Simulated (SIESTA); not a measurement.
The system is Rh.

```xyz
1
Lattice="0.0000 1.8979 1.8979 1.8979 0.0000 1.8979 1.8979 1.8979 0.0000" Properties=species:S:1:pos:R:3 pbc="T T T"
Rh    0.0000    0.0000    0.0000
```

Base run:

| Item | Value |
| --- | --- |
| Program | SIESTA 5.4.2 |
| Functional | PBE |
| Potentials or basis | PseudoDojo 0.4 standard (PBE files) |
| Basis | DZP (energy shift 0.002 Ry) |
| Grid cutoff | 800 Ry |
| Energy shift | 0.002 Ry |
| k mesh | 12 × 12 × 12 |
| Occupations | fermi-dirac, width 0.05 eV |
| Spin | no spin polarisation |

Its results: band gap on the k mesh none (metal or under the smearing width); pressure 9.9 GPa.

**Question.** After a change of settings the same cell gave: band gap on the k mesh none (metal or under the smearing width); pressure -0.8 GPa. Which change was it?
A. functional from PBE to PBEsol; potentials or basis from PseudoDojo 0.4 standard (PBE files) to PseudoDojo 0.4 standard (PBEsol files)
B. basis from DZP (energy shift 0.002 Ry) to DZP (energy shift 0.003 Ry; two zetas on semicore shells); energy shift from 0.002 Ry to 0.003 Ry
C. functional from PBE to BLYP

**Answer.** A.

Caveats: semicore shells carry a single zeta, which can move pressures by several GPa and volumes by a few percent; the basis of atomic orbitals isn't converged, which shifts pressures, moduli and gaps.

Not every run made on this cell is shown here.
